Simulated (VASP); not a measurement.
Crystal: Mg.

```
CELL_PARAMETERS angstrom
3.20930 0.00000 0.00000
-1.60465 2.77934 0.00000
0.00000 0.00000 5.21030
ATOMIC_POSITIONS crystal
Mg 0.66667 0.33333 0.75000
Mg 0.33333 0.66667 0.25000
```

| Property | Result |
| --- | --- |
| Program | VASP 6.6.1 |
| Task | relaxation of cell and atoms |
| Functional | BLYP |
| Potentials or basis | VASP PAW PBE potentials, release 64 (Mg) |
| Cutoff | 600 eV |
| k mesh | 10 × 10 × 5 |
| Occupations | fermi-dirac, width 0.05 eV |
| Spin | no spin polarisation |

At the start: pressure 0.4 GPa; volume 23.24 Å³/atom.

Problem. Where does the relaxation end?

Solution. Over 8 steps the energy falls by 3.6 meV/atom and the volume is 23.54 Å³/atom (+1.3 %); space group P6_3/mmc (No. 194, to 0.05 Å).

Step by step:
| step | energy change (eV) | largest force (eV/Å) | pressure (GPa) | volume (Å³) |
| --- | --- | --- | --- | --- |
| 1 | 0.0000 | 0.0000 | 0.36 | 46.47 |
| 2 | -0.0032 | 0.0000 | 0.12 | 46.83 |
| 3 | -0.0058 | 0.0000 | -0.53 | 47.87 |
| 4 | -0.0060 | 0.0000 | -0.40 | 47.63 |
| 5 | -0.0071 | 0.0000 | -0.12 | 47.24 |
| 6 | -0.0071 | 0.0000 | -0.08 | 47.18 |
| 7 | -0.0071 | 0.0000 | -0.09 | 47.19 |
| 8 | -0.0071 | 0.0000 | -0.03 | 47.09 |

Final structure:
```
CELL_PARAMETERS angstrom
3.17909 0.00000 0.00000
-1.58955 2.75317 0.00000
0.00000 0.00000 5.37982
ATOMIC_POSITIONS crystal
Mg 0.66667 0.33333 0.75000
Mg 0.33333 0.66667 0.25000
```

Caveat: the PAW data sets were made with another functional, which shifts forces and pressure a little.
